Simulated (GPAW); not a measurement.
# Ru (P6_3/mmc) in GPAW: notebook, part 2 of 2

GPAW 26.7.0.

**4. Relaxation of cell and atoms, SCAN+D3(BJ), target pressure 20 GPa, at which the enthalpy is minimised**

run.py

```python
from ase.calculators.mixing import SumCalculator
from ase.filters import FrechetCellFilter
from ase.io import write
from ase.optimize import LBFGS
from ase.spacegroup import crystal
from ase.units import GPa
from dftd3.ase import DFTD3
from gpaw import GPAW, PW

# Ru 2c
atoms = crystal(['Ru'],
                basis=[[0.6666666667, 0.3333333333, 0.75]],
                spacegroup=194, setting=1,  # P6_3/mmc
                cellpar=[2.7058, 2.7058, 4.2819, 90.0, 90.0, 120.0],
                primitive_cell=True)

calc = GPAW(mode=PW(600),
            xc='MGGA_X_SCAN+MGGA_C_SCAN',
            kpts={'size': (8, 8, 5), 'gamma': True},
            occupations={'name': 'fermi-dirac', 'width': 0.05},
            nbands=29,
            convergence={'density': 1e-05, 'energy': 1e-05},
            maxiter=150,
            txt='gpaw.txt')
atoms.calc = SumCalculator([calc, DFTD3(method='scan', damping='d3bj')])
opt = LBFGS(FrechetCellFilter(atoms, scalar_pressure=20 * GPa), trajectory='relax.traj', logfile='-')
done = opt.run(fmax=0.02, steps=100)
calc.write('gs.gpw')
write('result.traj', atoms)
print('Converged:', done)
print('Cell:', atoms.cell.cellpar().round(4))
print('Volume:', round(atoms.get_volume(), 4))
print(atoms.get_scaled_positions().round(5))
```

Potentials or basis: GPAW PAW data sets (gpaw-data 1.2.1), pw.

On the command line:

```console
$ OMP_NUM_THREADS=1 python run.py
```

gpaw.txt:

```text
__  _  _
 | _ |_)|_||  |
 |__||  | ||/\| - 26.7.0

Input parameters:
  mode=PW(ecut=600.0),
  convergence={'density': 1e-05, 'energy': 1e-05},
  kpts=MonkhorstPack(size=(8, 8, 5), gamma=True),
  maxiter=150,
  nbands=29,
  occupations=Occupations(name='fermi-dirac', width=0.05),
  xc=XC(name='MGGA_X_SCAN+MGGA_C_SCAN')

Diagonalizing LCAO Hamiltonian
Converting LCAO to pw mode

          Ru

        Ru

Atoms  # Å, Bohr magnetons
|   | symbol |         x |        y |        z |    initial magnetic moments |
|---|--------|-----------|----------|----------|-----------------------------|
| 0 |     Ru |  1.352900 | 0.781097 | 3.211425 | ( 0.0000,  0.0000,  0.0000) |
| 1 |     Ru | -0.000000 | 1.562194 | 1.070475 | ( 0.0000,  0.0000,  0.0000) |

Unit cell  # Å
| periodic |         x |        y |        z |  lengths |     angles |
|----------|-----------|----------|----------|----------|------------|
|      yes |  2.705800 | 0.000000 | 0.000000 | 2.705800 |  90.000000 |
|      yes | -1.352900 | 2.343292 | 0.000000 | 2.705800 |  90.000000 |
|      yes |  0.000000 | 0.000000 | 4.281900 | 4.281900 | 120.000000 |

Number of symmetries: 12
Symmetry operations  # r_c * U_cc + t_c -> r_c
|    | kind |            matrix            |
|----|------|------------------------------|
|  0 |  σ   |  1, 1, 0,  0,-1, 0,  0, 0, 1 |
|  1 |  S6  |  1, 1, 0, -1, 0, 0,  0, 0,-1 |
|  2 |  E   |  1, 0, 0,  0, 1, 0,  0, 0, 1 |
|  3 |  C2  |  1, 0, 0, -1,-1, 0,  0, 0,-1 |
|  4 |  C2  |  0, 1, 0,  1, 0, 0,  0, 0,-1 |
|  5 |  C3  |  0, 1, 0, -1,-1, 0,  0, 0, 1 |
|  6 |  S6  |  0,-1, 0,  1, 1, 0,  0, 0,-1 |
|  7 |  σ   |  0,-1, 0, -1, 0, 0,  0, 0, 1 |
|  8 |  σ   | -1, 0, 0,  1, 1, 0,  0, 0, 1 |
|  9 |  i   | -1, 0, 0,  0,-1, 0,  0, 0,-1 |
| 10 |  C3  | -1,-1, 0,  1, 0, 0,  0, 0, 1 |
| 11 |  C2  | -1,-1, 0,  0, 1, 0,  0, 0,-1 |
[... 160 lines left out ...]
|         23 |        32.752 |     0.000 |
|         24 |        37.568 |     0.000 |
|        ... |               |           |
|         28 |        39.756 |     0.000 |

No gap
No difference between direct/indirect transitions

Stress tensor  # eV/Ang^3
|         x |        y |        z |
|-----------|----------|----------|
|  0.029239 | 0.000000 | 0.000000 |
| -0.000000 | 0.029239 | 0.000000 |
|  0.000000 | 0.000000 | 0.042345 |

Forces  # eV/Ang
|        x |       y |        z |
|----------|---------|----------|
| -0.00000 | 0.00000 |  0.00006 |  # Ru   0
| -0.00000 | 0.00000 | -0.00006 |  # Ru   1

Interpolating wave functions to new cell

          Ru

        Ru

Atoms  # Å, Bohr magnetons
|   | symbol |         x |        y |        z |    initial magnetic moments |
|---|--------|-----------|----------|----------|-----------------------------|
| 0 |     Ru |  1.331108 | 0.768516 | 3.155688 | ( 0.0000,  0.0000,  0.0000) |
| 1 |     Ru | -0.000000 | 1.537031 | 1.051895 | ( 0.0000,  0.0000,  0.0000) |
[... 190 lines left out ...]
Stress tensor  # eV/Ang^3
|         x |         y |         z |
|-----------|-----------|-----------|
| -0.080682 |  0.000000 |  0.000000 |
|  0.000000 | -0.080682 |  0.000000 |
|  0.000000 |  0.000000 | -0.078043 |

Forces  # eV/Ang
|        x |       y |        z |
|----------|---------|----------|
| -0.00000 | 0.00000 | -0.00007 |  # Ru   0
|  0.00000 | 0.00000 |  0.00007 |  # Ru   1

Interpolating wave functions to new cell

          Ru

        Ru

Atoms  # Å, Bohr magnetons
|   | symbol |         x |        y |        z |    initial magnetic moments |
|---|--------|-----------|----------|----------|-----------------------------|
| 0 |     Ru |  1.320330 | 0.762293 | 3.128998 | ( 0.0000,  0.0000,  0.0000) |
| 1 |     Ru | -0.000000 | 1.524586 | 1.043000 | ( 0.0000,  0.0000,  0.0000) |
[... 190 lines left out ...]
Stress tensor  # eV/Ang^3
|         x |         y |         z |
|-----------|-----------|-----------|
| -0.145337 |  0.000000 |  0.000000 |
|  0.000000 | -0.145337 | -0.000000 |
|  0.000000 | -0.000000 | -0.147872 |

Forces  # eV/Ang
|        x |        y |        z |
|----------|----------|----------|
|  0.00000 | -0.00000 |  0.00107 |  # Ru   0
| -0.00000 |  0.00000 | -0.00107 |  # Ru   1

Interpolating wave functions to new cell

          Ru

        Ru

Atoms  # Å, Bohr magnetons
|   | symbol |         x |        y |        z |    initial magnetic moments |
|---|--------|-----------|----------|----------|-----------------------------|
| 0 |     Ru |  1.321173 | 0.762780 | 3.131696 | ( 0.0000,  0.0000,  0.0000) |
| 1 |     Ru | -0.000000 | 1.525559 | 1.043882 | ( 0.0000,  0.0000,  0.0000) |
[... 195 lines left out ...]
Stress tensor  # eV/Ang^3
|         x |         y |         z |
|-----------|-----------|-----------|
| -0.139718 |  0.000000 |  0.000000 |
|  0.000000 | -0.139718 | -0.000000 |
|  0.000000 | -0.000000 | -0.141039 |

Forces  # eV/Ang
|        x |        y |        z |
|----------|----------|----------|
| -0.00000 |  0.00000 | -0.00025 |  # Ru   0
|  0.00000 | -0.00000 |  0.00025 |  # Ru   1

# Writing to gs.gpw (mode='')
```

Wall time 65 s (1 thread of AMD EPYC 9R45 (Zen 5), shared host); peak memory 0.57 GiB.

Results:

| Quantity | Value |
| --- | --- |
| Free energy | -62.7985 eV |
| Relaxed volume | 12.62 Å³/atom |
| Relaxed cell | a = 2.642 Å, b = 2.642 Å, c = 4.176 Å, α = 90.00°, β = 90.00°, γ = 120.00° |
| Space group after relaxing (to 0.05 Å) | P6_3/mmc (No. 194) |
| Energy change on relaxing (the enthalpy is what falls) | +33.0 meV/atom |
| Ionic steps | 4 |
| Pressure after relaxing | 20.0 GPa |
| Band gap on the k mesh | none (metal or under the smearing width) |
| Dispersion energy per atom | -0.194 eV |

Stress tensor (GPa, compression positive):
```
19.90  0.00  0.00
 0.00 19.90  0.00
 0.00  0.00 20.12
```

The path:
```csv
step,energy change (eV),largest force (eV/Å),pressure (GPa),volume (Å³)
1,0.0000,0.0001,-7.53,27.15
2,0.0103,0.0001,10.41,25.83
3,0.0729,0.0011,20.93,25.19
4,0.0659,0.0003,19.97,25.25
```

Final structure:
```yaml
crystal:
  lattice:
    - [2.64235, 0.00000, 0.00000]
    - [-1.32117, 2.28834, 0.00000]
    - [0.00000, 0.00000, 4.17558]
  atoms:
    - { symbol: Ru, position: [0.66667, 0.33333, 0.75000] }
    - { symbol: Ru, position: [0.33333, 0.66667, 0.25000] }
```

Caveat: later steps reuse the first step's grids; the PAW data sets were made with another functional, which shifts forces and pressure a little; pairwise dispersion overbinds metals, which lowers pressure and volume.

**5. Relaxation of cell and atoms, revTPSS+D3(BJ)**

run.py

```python
from ase.calculators.mixing import SumCalculator
from ase.filters import FrechetCellFilter
from ase.io import read, write
from ase.optimize import LBFGS
from dftd3.ase import DFTD3
from gpaw import GPAW, PW

atoms = read('POSCAR')

calc = GPAW(mode=PW(600),
            xc='MGGA_X_REVTPSS+MGGA_C_REVTPSS',
            kpts={'size': (8, 8, 5), 'gamma': True},
            occupations={'name': 'fermi-dirac', 'width': 0.05},
            nbands=29,
            convergence={'density': 1e-05, 'energy': 1e-05},
            eigensolver='davidson',
            maxiter=150,
            txt='gpaw.txt')
atoms.calc = SumCalculator([calc, DFTD3(method='revtpss', damping='d3bj')])
opt = LBFGS(FrechetCellFilter(atoms), trajectory='relax.traj', logfile='-')
done = opt.run(fmax=0.01, steps=100)
calc.write('gs.gpw')
write('result.traj', atoms)
print('Converged:', done)
print('Cell:', atoms.cell.cellpar().round(4))
print('Volume:', round(atoms.get_volume(), 4))
print(atoms.get_scaled_positions().round(5))
```

POSCAR

```
Ru
1.0
    2.7058000000      0.0000000000      0.0000000000
   -1.3529000000      2.3432915376      0.0000000000
    0.0000000000      0.0000000000      4.2819000000
Ru
2
Direct
    0.6666666667      0.3333333333      0.7500000000
    0.3333333333      0.6666666667      0.2500000000
```

On the command line:

```console
$ OMP_NUM_THREADS=1 python run.py
```

It took 96 s on 1 thread of AMD EPYC 9R45 (Zen 5), shared host; peak memory 0.67 GiB.

The run converged. Its results:

- Free energy: 10.6300 eV
- Relaxed volume: 12.96 Å³/atom
- Relaxed cell: a = 2.663 Å, b = 2.663 Å, c = 4.218 Å, α = 90.00°, β = 90.00°, γ = 120.00°
- Space group after relaxing (to 0.05 Å): P6_3/mmc (No. 194)
- Energy gained by relaxing: 30.9 meV/atom
- Ionic steps: 5
- Pressure after relaxing: 0.0 GPa
- Band gap on the k mesh: none (metal or under the smearing width)
- Dispersion energy per atom: -0.822 eV

Stress tensor (GPa, compression positive):
```
-0.12  0.00  0.00
 0.00 -0.12  0.00
 0.00  0.00  0.12
```

Step by step:
| step | energy change (eV) | largest force (eV/Å) | pressure (GPa) | volume (Å³) |
| --- | --- | --- | --- | --- |
| 1 | 0.0000 | 0.0003 | -15.77 | 27.15 |
| 2 | -0.0528 | 0.0003 | -6.54 | 26.38 |
| 3 | -0.0617 | 0.0000 | 0.46 | 25.88 |
| 4 | -0.0618 | 0.0003 | -0.01 | 25.91 |
| 5 | -0.0618 | 0.0002 | -0.04 | 25.91 |

Final structure:
```
Ru
1.0
     2.66330    0.00000    0.00000
    -1.33165    2.30648    0.00000
     0.00000    0.00000    4.21805
Ru
2
Direct
  0.66667 0.33333 0.75000
  0.33333 0.66667 0.25000
```

Levels at points of the mesh, in eV from the Fermi level:
```
           k point  band 13  band 14  band 15  band 16  band 17  band 18  band 19  band 20
(0.00, 0.00, 0.00)    -2.60    -2.05    -2.05    -1.48    -1.48     1.25     1.25     1.33
(0.50, 0.50, 0.00)    -2.21    -1.87    -1.61     1.56     2.01     2.07     4.36     6.56
```

Caveat: later steps reuse the first step's grids; the PAW data sets were made with another functional, which shifts forces and pressure a little; pairwise dispersion overbinds metals, which lowers pressure and volume.

**6. The runs side by side**

| level | cell | optimizer | fmax | max steps | target pressure | eigensolver | gap on the mesh (eV) | pressure (GPa) | relaxed volume (Å³/atom) |
| --- | --- | --- | --- | --- | --- | --- | --- | --- | --- |
| MS2 | relaxed | BFGS | 0.01 eV/Å | 100 | - | - | none | 0.1 | 13.33 |
| rSCAN | relaxed | FIRE | 0.02 eV/Å | 60 | - | - | none | 0.1 | 13.45 |
| SCAN+D3(BJ) | relaxed to 20 GPa | LBFGS | 0.02 eV/Å | 100 | 20 GPa | - | none | 20.0 | - |
| revTPSS+D3(BJ) | relaxed | LBFGS | 0.01 eV/Å | 100 | - | davidson | none | 0.0 | 12.96 |

Alike in all rows: task relaxation of cell and atoms; potentials or basis GPAW PAW data sets (gpaw-data 1.2.1), pw; no spin polarisation; k mesh 8 × 8 × 5; cutoff (eV) 600; smearing fermi-dirac 0.05 eV.

Caveats: later steps reuse the first step's grids; the PAW data sets were made with another functional, which shifts forces and pressure a little; pairwise dispersion overbinds metals, which lowers pressure and volume (some runs).

Absolute energies hang on the potentials; compare differences alone.
